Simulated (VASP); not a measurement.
# Si (Fd-3m) in VASP: notebook, part 3 of 3

VASP 6.6.1. Earlier steps stand in the parts before.

## (5) Phonons, r2SCAN

POSCAR

```
Si
1.0
    0.0000000000      2.7197975463      2.7197975463
    2.7197975463      0.0000000000      2.7197975463
    2.7197975463      2.7197975463      0.0000000000
  Si
     2
Direct
     0.7500000000000000    0.7500000000000000    0.7500000000000000
     0.5000000000000000    0.5000000000000000    0.5000000000000000
```

INCAR.step1

```
SYSTEM = Si
PREC = Accurate
ENCUT = 600
EDIFF = 1E-8
ISMEAR = 0
SIGMA = 0.03
LREAL = .FALSE.
LASPH = .TRUE.
NELM = 80
ALGO = Normal
ISIF = 3
LWAVE = .FALSE.
LCHARG = .FALSE.
METAGGA = R2SCAN
LMIXTAU = .TRUE.
IBRION = 2
NSW = 40
EDIFFG = -0.002
```

INCAR.step2

```
SYSTEM = Si
PREC = Accurate
ENCUT = 600
EDIFF = 1E-8
ISMEAR = 0
SIGMA = 0.03
LREAL = .FALSE.
LASPH = .TRUE.
NELM = 80
ALGO = Normal
ISIF = 2
LWAVE = .FALSE.
LCHARG = .FALSE.
METAGGA = R2SCAN
LMIXTAU = .TRUE.
IBRION = 6
NFREE = 2
POTIM = 0.015
NSW = 1
```

KPOINTS

```
Automatic mesh
0
G
  10 10 10
  0 0 0
```

Potentials or basis: VASP PAW PBE potentials, release 64 (Si).

The run is started by

```console
> cat potpaw_PBE.64/Si/POTCAR > POTCAR
> cp INCAR.step1 INCAR
> mpirun -np 1 vasp_std > vasp.out
> cp CONTCAR POSCAR
> cp INCAR.step2 INCAR
> mpirun -np 1 vasp_std > vasp.out
```

OUTCAR:

```text
SYSTEM = Si
   PREC = Accurate
   ENCUT = 600
   EDIFF = 1E-8
   ISMEAR = 0
   LREAL = .FALSE.
   LASPH = .TRUE.
   NELM = 80
   ISIF = 2
   METAGGA = R2SCAN
   IBRION = 6
   NFREE = 2
   POTIM = 0.015
   NSW = 1

 ion  position               nearest neighbor table
   1  0.750  0.750  0.750-   2 2.36   2 2.36   2 2.36   2 2.36
   2  0.500  0.500  0.500-   1 2.36   1 2.36   1 2.36   1 2.36

  LATTYP: Found a face centered cubic cell.
 ALAT       =     5.4395950926

  Lattice vectors:

 A1 = (   0.0000000000,   2.7197975463,   2.7197975463)
 A2 = (   2.7197975463,   0.0000000000,   2.7197975463)
 A3 = (   2.7197975463,   2.7197975463,   0.0000000000)

Analysis of symmetry for initial positions (statically):
=====================================================================
 Subroutine PRICEL returns:
 Original cell was already a primitive cell.

 Routine SETGRP: Setting up the symmetry group for a
 face centered cubic supercell.

 Subroutine GETGRP returns: Found 48 space group operations
 (whereof 24 operations were pure point group operations)
 out of a pool of 48 trial point group operations.

The static configuration has the point symmetry T_d .
 The point group associated with its full space group is O_h .

Analysis of symmetry for dynamics (positions and initial velocities):
=====================================================================
 Subroutine PRICEL returns:
 Original cell was already a primitive cell.

 Routine SETGRP: Setting up the symmetry group for a
 face centered cubic supercell.

 Subroutine GETGRP returns: Found 48 space group operations
 (whereof 24 operations were pure point group operations)
 out of a pool of 48 trial point group operations.

[... 230 lines left out ...]
  free energy    TOTEN  =       -17.54802936 eV

  energy without entropy =      -17.54802936  energy(sigma->0) =      -17.54802936

 E-fermi :   5.8960     XC(G=0):  -9.8356

 val. band max:        5.7646759693   @ k =   0.0000   0.0000   0.0000
 cond. band min:       6.4746954608   @ k =   0.0000   0.4000   0.4000
 fundamental gap:      0.7100194915
 Fermi energy:         5.8959976976

 k-point     1 :       0.0000    0.0000    0.0000
  band No.  band energies     occupation
      1      -6.8037      2.00000
      2       5.6113      2.00000
      3       5.6885      2.00000
      4       5.7647      2.00000
      5       8.3987      0.00000
      6       8.4432      0.00000
      7       8.4893      0.00000
      8       9.6161      0.00000
[... 243 lines left out ...]
 k-point    24 :       0.4000    0.3000    0.0000
  band No.  band energies     occupation
      1      -4.5329      2.00000
      2       0.0472      2.00000
      3       2.7285      2.00000
      4       3.1288      2.00000
      5       6.9490      0.00000
      6       8.2074      0.00000
      7      13.1403      0.00000
      8      13.2514      0.00000

 [... further k-points ...]
[... 5 lines left out ...]
  --------------------------------------------------------------------------------------
  -------------------------------------------------------------------------------------
  Total        0.0023977      0.0061312      0.0061312      0.0000000      0.1425943      0.0000000
  in kB        0.0954693      0.2441271      0.2441271      0.0000000      5.6777086      0.0000000
  external PRESSURE =       0.1945745 kB  Pullay stress =       0.0000000 kB
[... 17 lines left out ...]
  FREE ENERGIE OF THE ION-ELECTRON SYSTEM (eV)
  ---------------------------------------------------
  free  energy   TOTEN  =       -17.5480293591 eV

  energy  without entropy=      -17.5480293591  energy(sigma->0) =      -17.54802936

 INTERNAL STRAIN TENSORS FROM DISPLACED ATOMS
 ============================================

 INTERNAL STRAIN TENSOR FOR ION    1 for displacements in x,y,z  (eV/Angst):
          X           Y           Z          XY          YZ          ZX
  --------------------------------------------------------------------------------
  x     0.00000     0.00000     0.00000     0.00000    -9.50593     0.00000
  y     0.00000     0.00000     0.00000     0.00000     0.00000    -9.50593
  z     0.00000     0.00000     0.00000    -9.50593     0.00000     0.00000

 INTERNAL STRAIN TENSOR FOR ION    2 for displacements in x,y,z  (eV/Angst):
          X           Y           Z          XY          YZ          ZX
  --------------------------------------------------------------------------------
  x     0.00000     0.00000     0.00000     0.00000     9.50593     0.00000
  y     0.00000     0.00000     0.00000     0.00000     0.00000     9.50593
  z     0.00000     0.00000     0.00000     9.50593     0.00000     0.00000

 Eigenvectors and eigenvalues of the dynamical matrix
 ----------------------------------------------------

   1 f  =   15.547939 THz    97.690584 2PiTHz  518.623434 cm-1    64.301082 meV
             X         Y         Z           dx          dy          dz
      4.079696  4.079696  4.079696     0.000000   -0.707107    0.000000
      2.719798  2.719798  2.719798     0.000000    0.707107    0.000000
[... 21 lines left out ...]
   6 f  =    0.000000 THz     0.000000 2PiTHz    0.000000 cm-1     0.000000 meV
             X         Y         Z           dx          dy          dz
      4.079696  4.079696  4.079696     0.000000    0.000000    0.707107
      2.719798  2.719798  2.719798     0.000000    0.000000    0.707107

 ELASTIC MODULI CONTR FROM IONIC RELAXATION (kBar)
 Direction    XX          YY          ZZ          XY          YZ          ZX
 --------------------------------------------------------------------------------
 XX           0.0000      0.0000      0.0000      0.0000      0.0000      0.0000
 YY           0.0000      0.0000      0.0000      0.0000      0.0000      0.0000
 ZZ           0.0000      0.0000      0.0000      0.0000      0.0000      0.0000
 XY           0.0000      0.0000      0.0000   -259.0428      0.0000      0.0000
 YZ           0.0000      0.0000      0.0000      0.0000   -259.0428      0.0000
 ZX           0.0000      0.0000      0.0000      0.0000      0.0000   -259.0428
 --------------------------------------------------------------------------------
```

OUTCAR.step1:

```text
SYSTEM = Si
   PREC = Accurate
   ENCUT = 600
   EDIFF = 1E-8
   ISMEAR = 0
   LREAL = .FALSE.
   LASPH = .TRUE.
[... 492 lines left out ...]
      4.07970      4.07970      4.07970         0.000000      0.000000     -0.000000
      2.71980      2.71980      2.71980        -0.000000     -0.000000      0.000000
 -----------------------------------------------------------------------------------
    total drift:                               -0.000000     -0.000000     -0.000000

  FREE ENERGIE OF THE ION-ELECTRON SYSTEM (eV)
  ---------------------------------------------------
  free  energy   TOTEN  =       -17.5495916674 eV

  energy  without entropy=      -17.5495916674  energy(sigma->0) =      -17.54959167

 reached required accuracy - stopping structural energy minimisation
```

OSZICAR.step1:

```text
N       E                     dE             d eps       ncg     rms          rms(c)
DAV:   1     0.421070621437E+01    0.42107E+01   -0.38227E+03   752   0.936E+02
DAV:   2    -0.184537072301E+02   -0.22664E+02   -0.22289E+02  1208   0.947E+01
DAV:   3    -0.187155366425E+02   -0.26183E+00   -0.26183E+00   912   0.132E+01
DAV:   4    -0.187168044074E+02   -0.12678E-02   -0.12678E-02  1256   0.108E+00
[... 13 lines left out ...]
DAV:  18    -0.175495916509E+02    0.31714E-07   -0.14069E-08   848   0.186E-03    0.136E-03
DAV:  19    -0.175495916400E+02    0.10822E-07   -0.68021E-08   816   0.388E-03    0.721E-04
DAV:  20    -0.175495916811E+02   -0.41036E-07   -0.46289E-09   536   0.107E-03    0.154E-04
DAV:  21    -0.175495916675E+02    0.13540E-07   -0.12108E-09   504   0.463E-04    0.101E-04
DAV:  22    -0.175495916674E+02    0.17053E-09   -0.50289E-10   488   0.257E-04
   1 F= -.17549592E+02 E0= -.17549592E+02  d E =-.175496E+02
```

Wall time 7.3 min (1 thread of AMD EPYC 9R45 (Zen 5), shared host); peak memory 0.22 GiB.

What came out:

| Item | Value |
| --- | --- |
| Highest phonon frequency at Γ | 519 cm⁻¹ |

Phonon frequencies in cm⁻¹ (negative: imaginary):
```
              q point        frequencies
(0.000, 0.000, 0.000)  0 0 0 519 519 519
```

Caveat: the PAW data sets were made with another functional, which shifts forces and pressure a little.
